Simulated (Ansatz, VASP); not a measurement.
# One calculation of HgTe (Coloradoite), two programs

POSCAR

```
HgTe
1.0
    0.0000000000      3.2891972877      3.2891972877
    3.2891972877      0.0000000000      3.2891972877
    3.2891972877      3.2891972877      0.0000000000
Hg Te
1 1
Direct
    0.0000000000      0.0000000000      0.0000000000
    0.2500000000      0.2500000000      0.2500000000
```

File INCAR.step1:

```
SYSTEM = HgTe
ALGO     = Normal         ! electronic algorithm
EDIFF    = 1E-4           ! SCF threshold, eV
ENCUT    = 520            ! plane-wave cutoff, eV
GGA      = PE             ! functional
ISMEAR   = -1             ! smearing method
LASPH    = .TRUE.         ! aspherical terms in the spheres
LCHARG   = .FALSE.        ! write CHGCAR
LREAL    = .FALSE.        ! projectors in reciprocal space
LWAVE    = .TRUE.         ! write WAVECAR
NBANDS   = 16             ! bands
NELM     = 100            ! most SCF steps
PREC     = Accurate       ! precision mode
SIGMA    = 0.02           ! smearing width, eV
```

INCAR.step2

```
SYSTEM = HgTe
ALGO     = Normal         ! electronic algorithm
EDIFF    = 1E-6           ! SCF threshold, eV
ENCUT    = 520            ! plane-wave cutoff, eV
ISIF     = 2              ! what is computed and relaxed
ISMEAR   = -1             ! smearing method
ISTART   = 1            
LASPH    = .TRUE.         ! aspherical terms in the spheres
LCHARG   = .FALSE.        ! write CHGCAR
LMIXTAU  = .TRUE.       
LREAL    = .FALSE.        ! projectors in reciprocal space
LWAVE    = .FALSE.        ! write WAVECAR
METAGGA  = R2SCAN         ! meta-GGA
NBANDS   = 16             ! bands
NELM     = 100            ! most SCF steps
PREC     = Accurate       ! precision mode
SIGMA    = 0.02           ! smearing width, eV
```

Contents of KPOINTS:

```
k-points
0
G
  6 6 6
  0 0 0
```

Input for Ansatz:

```yaml
crystal:
  lattice:
    - [0.0, 3.2891972877, 3.2891972877]
    - [3.2891972877, 0.0, 3.2891972877]
    - [3.2891972877, 3.2891972877, 0.0]
  atoms:
    - { symbol: Hg, position: [0.0, 0.0, 0.0] }
    - { symbol: Te, position: [0.25, 0.25, 0.25] }
kpoints:
  mp_grid: { grid: [6, 6, 6] }
  band_path:
    path:
      - [0.0, 0.0, 0.0]
      - [-0.5, -0.5, 0.0]
      - [-0.375, -0.375, 0.25]
      - [-0.375, 0.0, 0.375]
      - [0.0, 0.0, 0.5]
      - [-0.5, -0.25, 0.25]
    npoints: 1
hamiltonian:
  xc: r2scan
scf:
  occupations: { method: fermi_dirac, width: 0.02 }
  n_extra_bands: 4
output:
  forces: true
  stress: true
  eigenvalues: true
```

Alike in both runs: task single point; functional r2SCAN; k mesh 6 × 6 × 6; occupations fermi-dirac, width 0.02 eV; no spin polarisation.

```csv
,VASP,Ansatz
version,VASP 6.6.1,Ansatz 0.2.0
potentials or method,"VASP PAW PBE potentials, release 64 (Hg, Te)","plane waves, PAW"
plane-wave cutoff (eV),520,500
valence electrons in the cell,18,36
```

|  | VASP | Ansatz | Ansatz less VASP |
| --- | --- | --- | --- |
| pressure (GPa) | 0.0 | 0.0 | -0.06 |

With one functional, cell and mesh, what is left measures potentials, basis and numerics. The two sets of potentials don't hold the same shells in valence.

Caveats: the PAW data sets were made with another functional, which shifts forces and pressure a little (VASP). The runs have no spin-orbit coupling, so splittings on Hg, Te are missing.
